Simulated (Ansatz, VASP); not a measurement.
## SiC: VASP beside Ansatz

Contents of INCAR:

```
PREC = Accurate
ENCUT = 520
EDIFF = 1E-6
ISMEAR = 0
SIGMA = 0.05
LREAL = F
LASPH = T
NELM = 60
ALGO = Normal
ISIF = 2
LWAVE = F
LCHARG = F
GGA = PE
NBANDS = 16
```

The input KPOINTS:

```
Automatic mesh
0
Gamma
  10 10 6
```

POSCAR

```
SiC
1.0
    0.0000000000     -2.1898271435     -2.1898271435
    0.0000000000      2.1898271435     -2.1898271435
    4.3796542871      0.0000000000      0.0000000000
Si C
2 2
Direct
    0.5000000000      0.5000000000      0.5000000000
    0.0000000000      0.0000000000      0.0000000000
    1.0000000000      0.5000000000      0.2344736604
    0.5000000000      0.0000000000      0.7655263396
```

Input for Ansatz:

```yaml
crystal:
  lattice:
    - [0.0, -2.1898271435, -2.1898271435]
    - [0.0, 2.1898271435, -2.1898271435]
    - [4.3796542871, 0.0, 0.0]
  atoms:
    - { symbol: Si, position: [0.5, 0.5, 0.5] }
    - { symbol: Si, position: [0.0, 0.0, 0.0] }
    - { symbol: C, position: [1.0, 0.5, 0.2344736604] }
    - { symbol: C, position: [0.5, 0.0, 0.7655263396] }
basis:
  ecutwfc: 520.0
kpoints:
  mp_grid: { grid: [10, 10, 6] }
hamiltonian:
  xc: pbe
  pseudopotentials: { kind: paw, azcp: { folder: soft_1 } }
scf:
  occupations: { method: gaussian, width: 0.05 }
output:
  forces: true
  stress: true
  eigenvalues: true
  write_density: true
  write_potential: true
  elf: true
  volumetric_format: npy
```

Change from the starting cell: mode 4 frozen in at +0.000 Å and mode 12 at -0.068 Å (largest displacements).

Alike in both runs: task single point; functional PBE; k mesh 10 × 10 × 6; occupations gaussian, width 0.05 eV; no spin polarisation.

```csv
,VASP,Ansatz
version,VASP 6.6.1,Ansatz 0.2.0
potentials or method,"VASP PAW PBE potentials, release 64 (Si, C)","scalar-relativistic, plane waves, PAW"
plane-wave cutoff (eV),520,520
valence electrons in the cell,16,16
```

|  | VASP | Ansatz | Ansatz less VASP |
| --- | --- | --- | --- |
| gap on the k mesh at the Fermi level (eV) | 1.34 | 1.34 | +0.003 |
| least direct gap on the mesh (eV) | 1.50 | 1.50 | +0.002 |
| pressure (GPa) | 0.8 | 0.8 | +0.05 |
| largest component of the traceless stress (GPa) | 1.05 | 1.05 | +0.004 |
| rms of the force components (eV/Å) | 0.788 | 0.790 | +0.0025 |

Atom by atom the forces differ by 0.003 eV/Å (rms over components). With one functional, cell and mesh, what is left measures potentials, basis and numerics.

Caveats: forces of over 1 eV/Å show positions far from the minimum, so gaps and moduli don't describe the material at rest. A k mesh can miss the band edges.
